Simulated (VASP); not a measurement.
Output of a VASP run:

### OSZICAR
```
       N       E                     dE             d eps       ncg     rms          rms(c)
DAV:   1     0.196060929056E+03    0.19606E+03   -0.14570E+04   640   0.151E+03
DAV:   2    -0.226912111895E+02   -0.21875E+03   -0.21445E+03   848   0.377E+02
DAV:   3    -0.307667902367E+02   -0.80756E+01   -0.80697E+01   976   0.747E+01
DAV:   4    -0.309242656525E+02   -0.15748E+00   -0.15743E+00   880   0.821E+00
DAV:   5    -0.309281188018E+02   -0.38531E-02   -0.38531E-02   896   0.856E-01    0.208E+01
DAV:   6    -0.226152247990E+02    0.83129E+01   -0.53270E+01   760   0.519E+01    0.771E+00
DAV:   7    -0.224525057549E+02    0.16272E+00   -0.25172E+00   768   0.126E+01    0.464E+00
DAV:   8    -0.223867836979E+02    0.65722E-01   -0.33646E-01   832   0.536E+00    0.760E-01
DAV:   9    -0.223875989541E+02   -0.81526E-03   -0.21668E-02   896   0.129E+00    0.427E-01
DAV:  10    -0.223882135428E+02   -0.61459E-03   -0.39865E-03   872   0.729E-01    0.109E-01
DAV:  11    -0.223881933136E+02    0.20229E-04   -0.28324E-04   800   0.162E-01    0.256E-02
DAV:  12    -0.223881969861E+02   -0.36725E-05   -0.60084E-05   744   0.585E-02    0.106E-02
DAV:  13    -0.223881960546E+02    0.93152E-06   -0.81214E-06   920   0.191E-02    0.156E-03
DAV:  14    -0.223881961303E+02   -0.75657E-07   -0.53732E-07   656   0.676E-03
   1 F= -.22388196E+02 E0= -.22388196E+02  d E =-.843729E-14
```

OUTCAR:
```
------------------------ aborting loop because EDIFF is reached ----------------------------------------
  FORCE on cell =-STRESS in cart. coord.  units (eV):
  Direction    XX          YY          ZZ          XY          YZ          ZX
  --------------------------------------------------------------------------------------
  Total       -2.6072272     -2.6072272     -2.6072272     -0.0000000     -0.0000000      0.0000000
  in kB     -111.9520586   -111.9520586   -111.9520586     -0.0000000     -0.0000000      0.0000000
  external PRESSURE =    -111.9520586 kB  Pullay stress =       0.0000000 kB
  volume of cell :       37.31
      direct lattice vectors                 reciprocal lattice vectors
     0.000000000  2.652217430  2.652217430    -0.188521497  0.188521497  0.188521497
     2.652217430  0.000000000  2.652217430     0.188521497 -0.188521497  0.188521497
     2.652217430  2.652217430  0.000000000     0.188521497  0.188521497 -0.188521497
 POSITION                                       TOTAL-FORCE (eV/Angst)
 -----------------------------------------------------------------------------------
      0.00000      0.00000      0.00000        -0.000000      0.000000     -0.000000
      1.32611      1.32611      1.32611        -0.000000     -0.000000     -0.000000
      3.97833      3.97833      3.97833         0.000000      0.000000      0.000000
 -----------------------------------------------------------------------------------
    total drift:                                0.000000      0.000000      0.000000
  FREE ENERGIE OF THE ION-ELECTRON SYSTEM (eV)
  ---------------------------------------------------
  free  energy   TOTEN  =       -22.3881961303 eV

  energy  without entropy=      -22.3881961303  energy(sigma->0) =      -22.38819613
```
(Selected blocks of OUTCAR.)

**POSCAR**
```
ZrO2
1
    0.0000000000     2.6522174297     2.6522174297
    2.6522174297     0.0000000000     2.6522174297
    2.6522174297     2.6522174297     0.0000000000
Zr O
1 2
Direct
  0.0000000000   0.0000000000   0.0000000000
  0.2500000000   0.2500000000   0.2500000000
  0.7500000000   0.7500000000   0.7500000000
```

Q: Reconstruct the remaining input files.

A: Several could match; the one computed here: the input of the run itself, vdW-DF2, plane waves, VASP's PBE PAW potentials (set 64).

### INCAR
```
# general
SYSTEM   = ZrO2
PREC     = Accurate
ENCUT    = 520   # plane-wave cut-off (eV)
LREAL    = .FALSE.   # projection in real space or not
LASPH    = .TRUE.

# electronic loop
EDIFF    = 1E-7
NELM     = 100
ALGO     = Normal
LMAXMIX  = 4   # l cut-off of mixed one-centre charges

# smearing
ISMEAR   = 0   # Gaussian
SIGMA    = 0.05   # width (eV)

# functional
GGA      = ML
LUSE_VDW = .TRUE.
AGGAC    = 0.0
ZAB_VDW  = -1.8867

# ions
ISIF     = 2

# output
LWAVE    = .FALSE.
LCHARG   = .FALSE.
```

File KPOINTS:
```
Regular mesh
0
Gamma
 7 7 7
```

POTCAR, in this order: Zr_sv O (PBE.64 set). Program: vasp_std.

The compound is ZrO2 in the fluorite structure, the high-temperature cubic form, which is unstable at 0 K; the monoclinic form is the stable one. This cell is one point of a volume scan, at 1.06 of the reference volume.
